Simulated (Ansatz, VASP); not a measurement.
**CaO in VASP and in Ansatz**

```
CELL_PARAMETERS angstrom
3.95631 0.00000 0.00000
-1.97816 3.42627 0.00000
0.00000 0.00000 4.74318
ATOMIC_POSITIONS crystal
Ca 0.33333 0.66667 0.75000
Ca 0.66667 0.33333 0.25000
O 0.33333 0.66667 0.25000
O 0.66667 0.33333 0.75000
```

Alike in both runs: functional PBEsol; k mesh 9 × 9 × 6; occupations gaussian, width 0.02 eV; no spin polarisation.

Ansatz relaxed the structure, and its values are those at the end. VASP's run is a single point on that final structure, the one shown.

|  | VASP | Ansatz |
| --- | --- | --- |
| version | VASP 6.6.1 | Ansatz 0.2.0 |
| potentials or method | VASP PAW PBE potentials, release 64 (Ca_sv, O) | scalar-relativistic, plane waves, PAW |
| plane-wave cutoff (eV) | 520 | 420 |
| valence electrons in the cell | 32 | 32 |

VASP gave:

```
gap on the k mesh at the Fermi level (eV) : 3.12
least direct gap on the mesh (eV)         : 3.12
pressure (GPa)                            : 0.5
```

Question: Which values does Ansatz return?

Answer: gap on the k mesh at the Fermi level (eV): 3.14; least direct gap on the mesh (eV): 3.14; pressure (GPa): 0.0.

Caveats: the PAW data sets were made with another functional, which shifts forces and pressure a little (VASP); an odd mesh through Γ misses points on the zone boundary, where band edges often lie.
